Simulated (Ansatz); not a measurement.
Input for Ansatz (plane-wave DFT, PAW):

```yaml
crystal:
  lattice:
    - [-1.6900940386, 1.6900940386, 5.7705599963]
    - [1.6900940386, -1.6900940386, 5.7705599963]
    - [1.6900940386, 1.6900940386, -5.7705599963]
  atoms:
    - { symbol: Nb, position: [0.7500346828, 0.7500346828, 0.0] }
    - { symbol: Nb, position: [0.5000346828, 1.0000346828, 0.5] }
    - { symbol: P, position: [0.3325938922, 0.3325938922, 0.0] }
    - { symbol: P, position: [0.0825938922, 0.5825938922, 0.5] }
basis:
  ecutwfc: 420
kpoints:
  mp_grid: { grid: [18, 18, 18] }
hamiltonian:
  xc: pbe
scf:
  occupations: { method: gaussian, width: 0.1 }
output:
  forces: true
  stress: true
  eigenvalues: true
relax:
  adjacent_minimum: "off"
  f_tol: 0.01
  max_steps: 30
  cell: { stress_tol: 0.1, fix: [volume] }
```

Run as
```bash
ansatz run input.yaml --threads 1 --pin off --max-ram 2560MiB --backend cpu --events-out ev --progress --plain --runs-dir out
```

All numbers below come from DFT PBE, scalar-relativistic, plane waves, PAW (Ansatz).

From the run's log, abridged:

```
Pseudopotentials: kind: paw
Pseudopotential: Nb, paw, valence charge 13, recommended cutoff 420 eV (normal)
Pseudopotential: P, paw, valence charge 5, recommended cutoff 420 eV (normal)
Functional definition: PBE
Crystal: 4 atoms, lattice volume = 65.933 Å³
Basis set: ecut = 420 eV, 1271 PW (Γ), FFT grids on a1+a3, a2+a3, a3, exchange–correlation on 48×48×90 points (8 copies of the dense FFT grid, shifted against one another)
Bands: 22, of which v1, the nominal top of the filled ones, is band 18 counted from 1 (17 counted from 0)
Symmetry: 8 space group operations
Space group: I41md (ITA 109), of the structure as read, at distance tolerance 4.0e-5 Å
k-points: 480 of 5832 (time reversal used)
Initial density: superposition of atomic densities (neutral atoms: chi_scale 0, normalization atom), corrected by the library's trained network
Initial wavefunctions: pseudopotential atomic-orbital guess
Functional: x = pbe(κ = 0.804, μ = 0.21951497), c = pbe(β = 0.06672455)
SCF iter   1: F=—  HF=-10620.040319 eV  |F-HF|=—  |Δ(HF+E_count)|=         —  Δρ=7.90e-3  dr2=2.94e-2  ethr=1.77e-3  ⟨swp⟩=5.7  Hψ=52357  notcnv=0
SCF iter   2: F=—  HF=-10620.039305 eV  |F-HF|=—  |Δ(HF+E_count)|=   1.01e-3  Δρ=4.39e-3  dr2=7.80e-3  ethr=8.16e-5  ⟨swp⟩=1.1  Hψ=14467  notcnv=0
SCF iter   3: F=—  HF=-10620.039967 eV  |F-HF|=—  |Δ(HF+E_count)|=   6.62e-4  Δρ=7.27e-4  dr2=2.85e-4  ethr=2.17e-5  ⟨swp⟩=2.1  Hψ=14117  notcnv=0
SCF iter   4: F=—  HF=-10620.039972 eV  |F-HF|=—  |Δ(HF+E_count)|=   4.43e-6  Δρ=1.20e-4  dr2=9.28e-6  ethr=7.92e-7  ⟨swp⟩=2.6  Hψ=16793  notcnv=0
SCF iter   5: F=—  HF=-10620.039971 eV  |F-HF|=—  |Δ(HF+E_count)|=   1.24e-6  Δρ=2.06e-5  dr2=2.77e-7  ethr=2.58e-8  ⟨swp⟩=2.4  Hψ=16028  notcnv=0
SCF iter   6: F=-10620.039971 eV  HF=-10620.039971 eV  |F-HF|=3.28e-9  |Δ(HF+E_count)|=   4.06e-8  Δρ=5.09e-6  dr2=1.58e-8  ethr=2.78e-10  ⟨swp⟩=5.3  Hψ=43866  notcnv=0
SCF 1 converged in 6 iterations: F = -10620.039971 eV  dr2 = 1.58e-8
relax step   1: F+E_penalty+E_count = -10620.03997064 eV  Δ(F+E_penalty+E_count) = +0.000e0 eV  max|allowed force component| = 1.150e-2 eV/Å  Δτ_max = 0.0000 Å  P = -5.278 GPa  Ω = 65.933 Å³  fix = [volume]  reactions: volume -5.278 GPa (6 SCF iters, dr2 threshold 1.00e-7 eV, accepted)
Basis set: ecut = 420 eV, 1295 PW (Γ), FFT grids on a1+a3, a2+a3, a3, exchange–correlation on 48×48×90 points (8 copies of the dense FFT grid, shifted against one another)
Initial density: handed on by an earlier stage of this run
Initial wavefunctions: those handed on with the density
SCF iter   1: F=—  HF=-10620.040022 eV  |F-HF|=—  |Δ(HF+E_count)|=         —  Δρ=1.05e-3  dr2=8.13e-4  ethr=2.04e-6  ⟨swp⟩=2.5  Hψ=64387  notcnv=0
SCF iter   2: F=—  HF=-10620.039868 eV  |F-HF|=—  |Δ(HF+E_count)|=   1.54e-4  Δρ=6.15e-4  dr2=2.88e-4  ethr=2.04e-6  ⟨swp⟩=1.2  Hψ=11137  notcnv=0
SCF iter   3: F=—  HF=-10620.039780 eV  |F-HF|=—  |Δ(HF+E_count)|=   8.77e-5  Δρ=8.65e-5  dr2=5.91e-6  ethr=8.01e-7  ⟨swp⟩=2.0  Hψ=14690  notcnv=0
SCF iter   4: F=-10620.039779 eV  HF=-10620.039779 eV  |F-HF|=3.30e-8  |Δ(HF+E_count)|=   1.21e-6  Δρ=2.34e-5  dr2=2.79e-7  ethr=1.64e-8  ⟨swp⟩=2.0  Hψ=14913  notcnv=0
SCF iter   5: F=-10620.039779 eV  HF=-10620.039779 eV  |F-HF|=1.76e-9  |Δ(HF+E_count)|=   5.71e-9  Δρ=3.96e-6  dr2=9.77e-9  ethr=7.75e-10  ⟨swp⟩=2.6  Hψ=16914  notcnv=0
SCF iter   6: F=-10620.039779 eV  HF=-10620.039779 eV  |F-HF|=2.91e-11  |Δ(HF+E_count)|=  2.15e-10  Δρ=8.20e-7  dr2=3.87e-10  ethr=2.71e-11  ⟨swp⟩=1.6  Hψ=31635  notcnv=0
SCF 2 converged in 6 iterations: F = -10620.039779 eV  dr2 = 3.87e-10
relax step   2: F+E_penalty+E_count = -10620.03977897 eV  Δ(F+E_penalty+E_count) = +1.917e-4 eV  max|allowed force component| = 2.754e-2 eV/Å  Δτ_max = 0.0044 Å  P = -5.080 GPa  Ω = 65.933 Å³  fix = [volume]  (6 SCF iters, dr2 threshold 4.00e-7 eV, rejected (line search))
SCF iter   1: F=—  HF=-10620.040618 eV  |F-HF|=—  |Δ(HF+E_count)|=         —  Δρ=5.56e-4  dr2=2.23e-4  ethr=5.49e-7  ⟨swp⟩=3.1  Hψ=61561  notcnv=0
SCF iter   2: F=—  HF=-10620.040577 eV  |F-HF|=—  |Δ(HF+E_count)|=   4.10e-5  Δρ=3.25e-4  dr2=7.77e-5  ethr=5.49e-7  ⟨swp⟩=1.2  Hψ=11224  notcnv=0
SCF iter   3: F=—  HF=-10620.040553 eV  |F-HF|=—  |Δ(HF+E_count)|=   2.42e-5  Δρ=4.75e-5  dr2=2.00e-6  ethr=2.16e-7  ⟨swp⟩=2.1  Hψ=14716  notcnv=0
SCF iter   4: F=—  HF=-10620.040553 eV  |F-HF|=—  |Δ(HF+E_count)|=   3.93e-7  Δρ=1.34e-5  dr2=9.13e-8  ethr=5.56e-9  ⟨swp⟩=2.0  Hψ=14874  notcnv=0
SCF iter   5: F=—  HF=-10620.040553 eV  |F-HF|=—  |Δ(HF+E_count)|=   1.46e-9  Δρ=2.61e-6  dr2=4.30e-9  ethr=2.54e-10  ⟨swp⟩=2.5  Hψ=16862  notcnv=0
SCF iter   6: F=-10620.040553 eV  HF=-10620.040553 eV  |F-HF|=1.09e-11  |Δ(HF+E_count)|=  4.40e-10  Δρ=4.87e-7  dr2=1.35e-10  ethr=1.00e-12  ⟨swp⟩=3.3  Hψ=45413  notcnv=0
SCF 3 converged in 6 iterations: F = -10620.040553 eV  dr2 = 1.35e-10
relax step   3: F+E_penalty+E_count = -10620.04055281 eV  Δ(F+E_penalty+E_count) = -5.822e-4 eV  max|allowed force component| = 2.677e-3 eV/Å  Δτ_max = 0.0019 Å  P = -5.185 GPa  Ω = 65.933 Å³  fix = [volume]  reactions: volume -5.185 GPa (6 SCF iters, accepted)
Initial wavefunctions: pseudopotential atomic-orbital guess (no wavefunctions were taken with the density)
SCF iter   1: F=—  HF=-10620.040553 eV  |F-HF|=—  |Δ(HF+E_count)|=         —  Δρ=1.21e-5  dr2=3.81e-9  ethr=7.83e-9  ⟨swp⟩=4.0  Hψ=87546  notcnv=0
SCF iter   2: F=—  HF=-10620.040553 eV  |F-HF|=—  |Δ(HF+E_count)|=   6.30e-7  Δρ=6.17e-6  dr2=1.02e-9  ethr=1.06e-11  ⟨swp⟩=2.1  Hψ=15959  notcnv=0
SCF iter   3: F=-10620.040553 eV  HF=-10620.040553 eV  |F-HF|=5.46e-12  |Δ(HF+E_count)|=   7.60e-8  Δρ=1.79e-7  dr2=1.11e-11  ethr=2.82e-12  ⟨swp⟩=2.7  Hψ=18763  notcnv=0
SCF iter   4: F=-10620.040553 eV  HF=-10620.040553 eV  |F-HF|=1.82e-12  |Δ(HF+E_count)|=  9.09e-12  Δρ=6.13e-8  dr2=2.04e-12  ethr=1.00e-12  ⟨swp⟩=1.0  Hψ=10560  notcnv=0
SCF iter   5: F=-10620.040553 eV  HF=-10620.040553 eV  |F-HF|=1.82e-12  |Δ(HF+E_count)|=  1.82e-12  Δρ=1.27e-8  dr2=1.08e-13  ethr=1.00e-12  ⟨swp⟩=1.0  Hψ=10560  notcnv=0
SCF iter   6: F=-10620.040553 eV  HF=-10620.040553 eV  |F-HF|=5.46e-12  |Δ(HF+E_count)|=  1.82e-12  Δρ=2.15e-9  dr2=3.62e-15  ethr=1.00e-12  ⟨swp⟩=1.0  Hψ=10560  notcnv=0
SCF iter   7: F=-10620.040553 eV  HF=-10620.040553 eV  |F-HF|=1.82e-12  |Δ(HF+E_count)|=  3.64e-12  Δρ=5.58e-10  dr2=1.21e-16  ethr=1.00e-12  ⟨swp⟩=1.1  Hψ=23399  notcnv=0
SCF 4 converged in 7 iterations: F = -10620.040553 eV  dr2 = 1.21e-16
SCF converged after 7 iterations
Free energy (F): -10620.040553 eV
Harris-Foulkes:  -10620.040553 eV  (|F-HF|=1.82e-12)
Internal energy: -10620.038629 eV  (E = F + TS)
E sigma→0 (E₀):  -10620.039591 eV
Entropy (-TS):   -0.001924 eV (-0.481 meV/atom)
Fermi energy:    14.451871 eV
--- Per-component energies (eV) ---
  E_band       = -161.977506
  E_kinetic    = 930.101028
  E_local      = -1755.900685  (includes V_loc(G=0)·N_el)
  E_nonlocal   = 304.474641
  E_hartree    = 569.146019
  E_xc         = -476.088368
  E_vxc        = -550.264969  (∫ρ·V_xc dr)
  E_paw        = -7284.642771  (= ΣΔE_a)
  E_vpaw       = -228.679581  (= ΣTr[D̂ρ^β])
  E_aug_tail   = 0.000021  (compensation charges beyond the density's cutoff)
  E_ewald      = -2907.128514
  E_smearing   = -0.001924  (= −TS)
--- Forces (eV/Å), atoms counted from 1 ---
  atom   1  Nb     0.00000000     0.00000000     0.00267640
  atom   2  Nb     0.00000000     0.00000000     0.00267640
  atom   3  P      0.00000000     0.00000000    -0.00267639
  atom   4  P      0.00000000     0.00000000    -0.00267639
--- Stress (GPa, compression-positive) ---
       -5.189460       0.000000       0.000000
        0.000000      -5.189460       0.000000
        0.000000       0.000000      -5.175528
  P = ⅓ Tr σ = -5.1848 GPa (-51.848 kbar)
--- Band table (eV; the first three rows and the last of 480) ---
  k-point 0: bands = ["-40.5434", "-40.5109", "-16.7827", "-16.6096", "-16.6096", "-16.4732", "-16.4732", "-16.4368", "1.8575", "4.1674", "8.3950", "11.5036", "12.2486", "12.2486", "12.3868", "12.7858", "13.1032", "13.1032", "15.2609", "15.9877", "17.0094", "17.4817"]
  k-point 1: bands = ["-40.5422", "-40.5102", "-16.7788", "-16.6174", "-16.6155", "-16.4816", "-16.4791", "-16.4355", "1.9384", "4.1945", "8.4391", "11.3656", "12.1811", "12.2722", "12.3166", "12.6460", "13.1077", "13.2090", "15.1284", "15.7965", "16.9909", "17.2600"]
  k-point 2: bands = ["-40.5388", "-40.5083", "-16.7681", "-16.6394", "-16.6317", "-16.5032", "-16.4956", "-16.4343", "2.1722", "4.2651", "8.5849", "11.0254", "11.8946", "12.0370", "12.0435", "12.6239", "13.3075", "13.4281", "14.8584", "15.3230", "16.9394", "17.0933"]
  k-point 479: bands = ["-40.5272", "-40.5272", "-16.6165", "-16.6165", "-16.6124", "-16.6124", "-16.4661", "-16.4661", "2.8015", "2.8015", "10.4794", "10.4794", "11.8053", "11.8053", "11.8834", "11.8834", "13.8952", "13.8952", "15.6014", "15.6014", "16.6613", "16.6613"]
--- Relaxed structure (3 steps of the walk, 2 accepted, 1 SCFs on fresh bases) ---
  F+E_penalty+E_count = -10620.04055262 eV   max|allowed force component| = 2.676e-3 eV/Å   (the final SCF, on the basis selected at the relaxed cell)
  cell:  # Å, volume = 65.9325 Å³
    - [-1.68730460, 1.68730460, 5.78965543]
    - [1.68730460, -1.68730460, 5.78965543]
    - [1.68730460, 1.68730460, -5.78965543]
  atoms:
    - { symbol: Nb, position: [0.74987273, 0.74987273, 0.0] }
    - { symbol: Nb, position: [0.49987273, 0.99987273, 0.49999999] }
    - { symbol: P, position: [0.33275583, 0.33275583, 0.0] }
    - { symbol: P, position: [0.08275583, 0.58275583, 0.49999999] }
```

The relaxation met its thresholds.

Time: 92 s on 1 thread of AMD EPYC 9R45 96-Core Processor (Zen 5) (shared host), peak memory 0.95 GiB.